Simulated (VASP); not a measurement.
# Li (Im-3m) in VASP: single point with r2SCAN

Aim: the single point of Li with r2SCAN.

Everything below comes from runs of VASP 6.6.1. Logs are shortened: lines on timing, memory, paths and dates and some standing lists are left out, and cuts for length are marked.

## (1) The crystal as given

The structure is cubic, space group Im-3m (No. 229). The conventional cell has a = 3.439 Å, b = 3.439 Å, c = 3.439 Å, α = 90.00°, β = 90.00°, γ = 90.00°. Li (site symmetry m-3m) has 8 Li at 2.98 Å as nearest neighbours.

## (2) Single point, r2SCAN

POSCAR

```
Li
1.0
   -1.7196562266      1.7196562266      1.7196562266
    1.7196562266     -1.7196562266      1.7196562266
    1.7196562266      1.7196562266     -1.7196562266
Li
1
Direct
    0.0000000000      0.0000000000      0.0000000000
```

INCAR.step1

```
SYSTEM = Li
ALGO = Normal ; EDIFF = 1E-4
ENCUT = 520 ; GGA = PE
ISMEAR = -1 ; LASPH = .TRUE.
LCHARG = .FALSE. ; LREAL = .FALSE.
LWAVE = .TRUE. ; NBANDS = 8
NELM = 100 ; PREC = Accurate
SIGMA = 0.05
```

INCAR.step2

```
SYSTEM = Li
ALGO = Normal ; EDIFF = 1E-6
ENCUT = 520 ; ISIF = 2
ISMEAR = -1 ; ISTART = 1
LASPH = .TRUE. ; LCHARG = .FALSE.
LMIXTAU = .TRUE. ; LREAL = .FALSE.
LWAVE = .FALSE. ; METAGGA = R2SCAN
NBANDS = 8 ; NELM = 100
PREC = Accurate ; SIGMA = 0.05
```

KPOINTS

```
k-points
0
G
  17 17 17
  0 0 0
```

Potentials or basis: VASP PAW PBE potentials, release 64 (Li_sv).

Run with:

```
> cat potpaw_PBE.64/Li_sv/POTCAR > POTCAR
> cp INCAR.step1 INCAR
> mpirun -np 1 vasp_std > vasp.out
> cp INCAR.step2 INCAR
> mpirun -np 1 vasp_std > vasp.out
```

OUTCAR:

```text
SYSTEM = Li
   EDIFF = 1E-6
   ENCUT = 520
   ISIF = 2
   ISMEAR = -1
   ISTART = 1
   LASPH = .TRUE.
   LREAL = .FALSE.
   METAGGA = R2SCAN
   NELM = 100
   PREC = Accurate

 ion  position               nearest neighbor table
   1  0.000  0.000  0.000-

  LATTYP: Found a body centered cubic cell.
 ALAT       =     3.4393124532

  Lattice vectors:

 A1 = (  -1.7196562266,   1.7196562266,   1.7196562266)
 A2 = (   1.7196562266,  -1.7196562266,   1.7196562266)
 A3 = (   1.7196562266,   1.7196562266,  -1.7196562266)

Analysis of symmetry for initial positions (statically):
=====================================================================
 Subroutine PRICEL returns:
 Original cell was already a primitive cell.

 Routine SETGRP: Setting up the symmetry group for a
 body centered cubic supercell.

 Subroutine GETGRP returns: Found 48 space group operations
 (whereof 48 operations were pure point group operations)
 out of a pool of 48 trial point group operations.

The static configuration has the point symmetry O_h .

Analysis of symmetry for dynamics (positions and initial velocities):
=====================================================================
 Subroutine PRICEL returns:
 Original cell was already a primitive cell.

 Routine SETGRP: Setting up the symmetry group for a
 body centered cubic supercell.

 Subroutine GETGRP returns: Found 48 space group operations
 (whereof 48 operations were pure point group operations)
 out of a pool of 48 trial point group operations.

The dynamic configuration has the point symmetry O_h .

 Subroutine INISYM returns: Found 48 space group operations
 (whereof 48 operations are pure point group operations),
 and found     1 'primitive' translations

----------------------------------------------------------------------------------------

                                     Primitive cell

  volume of cell :      20.3416

  direct lattice vectors                    reciprocal lattice vectors
    -1.719656227  1.719656227  1.719656227     0.000000000  0.290755787  0.290755787
     1.719656227 -1.719656227  1.719656227     0.290755787  0.000000000  0.290755787
     1.719656227  1.719656227 -1.719656227     0.290755787  0.290755787  0.000000000

  length of vectors
     2.978531956  2.978531956  2.978531956     0.411190778  0.411190778  0.411190778

  position of ions in fractional coordinates (direct lattice)
     0.000000000  0.000000000  0.000000000

  ion indices of the primitive-cell ions
   primitive index   ion index
                 1           1

----------------------------------------------------------------------------------------

 KPOINTS: k-points

Automatic generation of k-mesh.
 Grid dimensions read from file:
 generate k-points for:   17   17   17

 Generating k-lattice:

  Cartesian coordinates                     Fractional coordinates (reciprocal lattice)
     0.000000000  0.017103282  0.017103282     0.058823529  0.000000000  0.000000000
     0.017103282  0.000000000  0.017103282     0.000000000  0.058823529  0.000000000
     0.017103282  0.017103282  0.000000000     0.000000000  0.000000000  0.058823529

  Length of vectors
     0.024187693  0.024187693  0.024187693

  Shift w.r.t. Gamma in fractional coordinates (k-lattice)
     0.000000000  0.000000000  0.000000000

 Subroutine IBZKPT returns following result:
 ===========================================

 Found    165 irreducible k-points:

 Following reciprocal coordinates:
            Coordinates               Weight
  0.000000  0.000000  0.000000      1.000000
  0.058824  0.000000  0.000000     12.000000
  0.117647  0.000000  0.000000     12.000000
  0.176471  0.000000  0.000000     12.000000
  0.235294  0.000000  0.000000     12.000000
  0.294118  0.000000  0.000000     12.000000
[... 16 lines left out ...]
  0.411765  0.117647 -0.000000     48.000000
  0.176471  0.176471  0.000000     24.000000
 [... further k-points ...]
   k-points           NKPTS =    165   k-points in BZ     NKDIM =    165   number of bands    NBANDS=      8
   number of dos      NEDOS =    301   number of ions     NIONS =      1
   total plane-waves  NPLWV =  13824
   dimension x,y,z NGX =    24 NGY =   24 NGZ =   24
   dimension x,y,z NGXF=    48 NGYF=   48 NGZF=   48
   ions per type =               1
   NGX,Y,Z   is equivalent  to a cutoff of  13.40, 13.40, 13.40 a.u.
   NGXF,Y,Z  is equivalent  to a cutoff of  26.79, 26.79, 26.79 a.u.
 SYSTEM =  Li
   PREC   = accura    normal or accurate (medium, high low for compatibility)
   ISTART =      1    job   : 0-new  1-cont  2-samecut
   ICHARG =      0    charge: 1-file 2-atom 10-const
   ISPIN  =      1    spin polarized calculation?
   LNONCOLLINEAR =      F non collinear calculations
   LSORBIT =      F    spin-orbit coupling
   LASPH  =      T    aspherical Exc in radial PAW
   ENCUT  =  520.0 eV  38.22 Ry    6.18 a.u.   5.54  5.54  5.54*2*pi/ulx,y,z
   NELM   =    100;   NELMIN=  2; NELMDL=  0     # of ELM steps
   EDIFF  = 0.1E-05   stopping-criterion for ELM
   LREAL  =      F    real-space projection
   EDIFFG = 0.1E-04   stopping-criterion for IOM
   NSW    =      0    number of steps for IOM
   IBRION =     -1    ionic relax: 0-MD 1-quasi-New 2-CG
   NFREE  =      0    steps in history (QN), initial steepest desc. (CG)
   ISIF   =      2    stress and relaxation
   ISYM   =      2    0-nonsym 1-usesym 2-fastsym
   POTIM  = 0.5000    time-step for ionic-motion
   TEBEG  =    0.0;   TEEND  =   0.0 temperature during run
   PSTRESS=    0.0 pullay stress
   NELECT =       3.0000    total number of electrons
   NUPDOWN=      -1.0000    fix difference up-down
   EMIN   =  10.00;   EMAX   =-10.00  energy-range for DOS
   EFERMI =   0.00;   METHOD = LEGACY
   ISMEAR =    -1;   SIGMA  =   0.05  broadening in eV -4-tet -1-fermi 0-gaus
   EFERMI_NEDOS =   21; number of points for ismear=-14 and -15
   IALGO  =     38    algorithm
   IMIX   =      4    mixing-type and parameters
     AMIX     =   0.40;   BMIX     =  1.00
     AMIX_MAG =   1.60;   BMIX_MAG =  1.00
  volume/ion in A,a.u.               =      20.34       137.27
  Fermi-wavevector in a.u.,A,eV,Ry     =   0.864942  1.634503 10.178852  0.748125
  Thomas-Fermi vector in A             =   1.983113
   LORBIT       =      0    0 simple, 1 ext, 2 COOP (PROOUT), +10 PAW based schemes
   METAGGA = R2SCAN    functional components
   LHFCALC =     F    Hartree Fock is set to
   AEXX    =    0.0000 exact exchange contribution
   IVDW    =     0    specifies the selected vdW correction
   LEPSILON=     F    determine dielectric tensor
   LRPA    =     F    only Hartree local field effects (RPA)
 non-spin polarized calculation
  energy-cutoff  :      520.00
  volume of cell :       20.34
 maximum number of plane-waves:       564
 NGX is ok and might be reduce to    24
   NGX = 11   NGY = 11   NGZ = 11

 number of electron       2.9999999 magnetization

 Free energy of the ion-electron system (eV)
  ---------------------------------------------------
  ext. energy  EPLUGINS =         0.00000000
  ---------------------------------------------------
  free energy    TOTEN  =        -2.38060448 eV

  energy without entropy =       -2.37641880  energy(sigma->0) =       -2.37851164

 E-fermi :   0.6467     XC(G=0):  -7.4383

 val. band max:        0.5945368283   @ k =   0.1765   0.1765   0.1765
 cond. band min:       0.6505282174   @ k =  -0.2941   0.4118   0.1765
 fundamental gap:      0.0559913892
 Fermi energy:         0.6466815879

 k-point     1 :       0.0000    0.0000    0.0000
  band No.  band energies     occupation
      1     -47.4389      2.00000
      2      -3.2521      2.00000
      3      16.8859      0.00000
      4      16.8870      0.00000
      5      16.8870      0.00000
      6      21.1264      0.00000
      7      21.1264      0.00000
      8      21.1265      0.00000

 k-point     2 :       0.0588    0.0000    0.0000
  band No.  band energies     occupation
      1     -47.4382      2.00000
      2      -3.1806      2.00000
      3      16.3098      0.00000
      4      16.4571      0.00000
      5      16.7405      0.00000
      6      20.1712      0.00000
      7      20.2261      0.00000
      8      21.6142      0.00000

 k-point     3 :       0.1176    0.0000    0.0000
  band No.  band energies     occupation
      1     -47.4363      2.00000
      2      -2.9666      2.00000
      3      14.6958      0.00000
      4      15.5754      0.00000
      5      16.3261      0.00000
      6      18.9894      0.00000
      7      19.2168      0.00000
      8      21.2246      0.00000

 k-point     4 :       0.1765    0.0000    0.0000
  band No.  band energies     occupation
      1     -47.4334      2.00000
      2      -2.6098      2.00000
      3      12.6313      0.00000
      4      14.6516      0.00000
      5      15.7405      0.00000
      6      17.8833      0.00000
      7      18.8172      0.00000
      8      21.2791      0.00000

 k-point     5 :       0.2353    0.0000    0.0000
  band No.  band energies     occupation
      1     -47.4297      2.00000
      2      -2.1107      2.00000
      3      10.5415      0.00000
      4      13.8255      0.00000
      5      15.1170      0.00000
      6      16.9506      0.00000
      7      18.6855      0.00000
      8      21.6820      0.00000

 k-point     6 :       0.2941    0.0000    0.0000
  band No.  band energies     occupation
      1     -47.4260      2.00000
      2      -1.4748      2.00000
      3       8.5761      0.00000
      4      13.1430      0.00000
      5      14.5522      0.00000
      6      16.2008      0.00000
      7      18.7069      0.00000
      8      22.3484      0.00000

 k-point     7 :       0.3529    0.0000    0.0000
  band No.  band energies     occupation
      1     -47.4226      2.00000
      2      -0.7186      2.00000
      3       6.8014      0.00000
      4      12.6221      0.00000
      5      14.0996      0.00000
      6      15.6370      0.00000
      7      18.8163      0.00000
      8      23.2165      0.00000

 k-point     8 :       0.4118    0.0000    0.0000
  band No.  band energies     occupation
      1     -47.4201      2.00000
      2       0.1038      1.99996
      3       5.2924      0.00000
      4      12.2719      0.00000
      5      13.7872      0.00000
      6      15.2607      0.00000
      7      18.9483      0.00000
      8      24.2084      0.00000

 k-point     9 :       0.4706    0.0000    0.0000
  band No.  band energies     occupation
      1     -47.4187      2.00000
      2       0.7837      0.12119
      3       4.2672      0.00000
      4      12.0959      0.00000
      5      13.6280      0.00000
      6      15.0724      0.00000
      7      19.0373      0.00000
      8      25.0826      0.00000

 k-point    10 :       0.0588    0.0588    0.0000
  band No.  band energies     occupation
      1     -47.4369      2.00000
      2      -3.0379      2.00000
      3      15.4763      0.00000
      4      15.6068      0.00000
      5      16.2773      0.00000
      6      19.4039      0.00000
      7      19.5533      0.00000
      8      21.1977      0.00000
[... 78 lines left out ...]
 k-point    18 :       0.1176    0.1176    0.0000
  band No.  band energies     occupation
      1     -47.4316      2.00000
      2      -2.3945      2.00000
      3      12.4589      0.00000
      4      13.0609      0.00000
      5      14.8097      0.00000
      6      18.7633      0.00000
      7      19.0537      0.00000
      8      21.4229      0.00000

 k-point    19 :       0.1765    0.1176   -0.0000
  band No.  band energies     occupation
      1     -47.4283      2.00000
      2      -1.8945      2.00000
      3      10.5602      0.00000
      4      12.1282      0.00000
      5      14.1101      0.00000
      6      18.6385      0.00000
      7      19.0245      0.00000
      8      21.8514      0.00000

 k-point    20 :       0.2353    0.1176    0.0000
  band No.  band energies     occupation
      1     -47.4248      2.00000
      2      -1.2558      2.00000
      3       8.6390      0.00000
      4      11.4539      0.00000
      5      13.5123      0.00000
      6      18.3632      0.00000
      7      19.1182      0.00000
      8      22.4151      0.00000

 k-point    21 :       0.2941    0.1176   -0.0000
  band No.  band energies     occupation
      1     -47.4217      2.00000
      2      -0.4924      2.00000
      3       6.8786      0.00000
      4      10.9498      0.00000
      5      13.0452      0.00000
      6      18.0405      0.00000
      7      19.3515      0.00000
      8      23.0967      0.00000

 k-point    22 :       0.3529    0.1176    0.0000
  band No.  band energies     occupation
      1     -47.4194      2.00000
      2       0.3457      1.99515
      3       5.3649      0.00000
      4      10.6122      0.00000
      5      12.7263      0.00000
      6      17.7887      0.00000
      7      19.6131      0.00000
      8      23.8664      0.00000

 k-point    23 :       0.4118    0.1176   -0.0000
  band No.  band energies     occupation
      1     -47.4180      2.00000
      2       1.0553      0.00056
      3       4.3152      0.00000
      4      10.4433      0.00000
      5      12.5651      0.00000
      6      17.6551      0.00000
      7      19.7901      0.00000
      8      24.6991      0.00000

 k-point    24 :       0.1765    0.1765    0.0000
  band No.  band energies     occupation
      1     -47.4251      2.00000
      2      -1.3229      2.00000
      3       9.2808      0.00000
      4      10.7348      0.00000
      5      13.5274      0.00000
      6      18.7750      0.00000
      7      19.4322      0.00000
      8      22.5195      0.00000

 [... further k-points ...]
[... 5 lines left out ...]
  --------------------------------------------------------------------------------------
  -------------------------------------------------------------------------------------
  Total        0.0125833      0.0125833      0.0125833      0.0000000      0.0000000     -0.0000000
  in kB        0.9911038      0.9911038      0.9911038      0.0000000      0.0000000     -0.0000000
  external PRESSURE =       0.9911038 kB  Pullay stress =       0.0000000 kB

 VOLUME and BASIS-vectors are now :
 -----------------------------------------------------------------------------
  energy-cutoff  :      520.00
  volume of cell :       20.34
      direct lattice vectors                 reciprocal lattice vectors
    -1.719656227  1.719656227  1.719656227     0.000000000  0.290755787  0.290755787
     1.719656227 -1.719656227  1.719656227     0.290755787  0.000000000  0.290755787
     1.719656227  1.719656227 -1.719656227     0.290755787  0.290755787  0.000000000

 POSITION                                       TOTAL-FORCE (eV/Angst)
 -----------------------------------------------------------------------------------
      0.00000      0.00000      0.00000         0.000000     -0.000000      0.000000
 -----------------------------------------------------------------------------------
    total drift:                                0.000000      0.000000     -0.000000

  FREE ENERGIE OF THE ION-ELECTRON SYSTEM (eV)
  ---------------------------------------------------
  free  energy   TOTEN  =        -2.3806044815 eV

  energy  without entropy=       -2.3764188050  energy(sigma->0) =       -2.37851164
```

Wall time 42 s (1 thread of Intel Xeon Platinum 8488C (Sapphire Rapids), shared host); peak memory 0.14 GiB.

What came out:

```yaml
Free_energy: -2.3806 eV
Band_gap_on_the_k_mesh: none (metal or under the smearing width)
```

Caveat: the cutoff is under 1.25 times the usual one of these potentials, so pressure, stress and relaxed cells hold a basis-set (Pulay) error; the PAW data sets were made with another functional, which shifts forces and pressure a little.
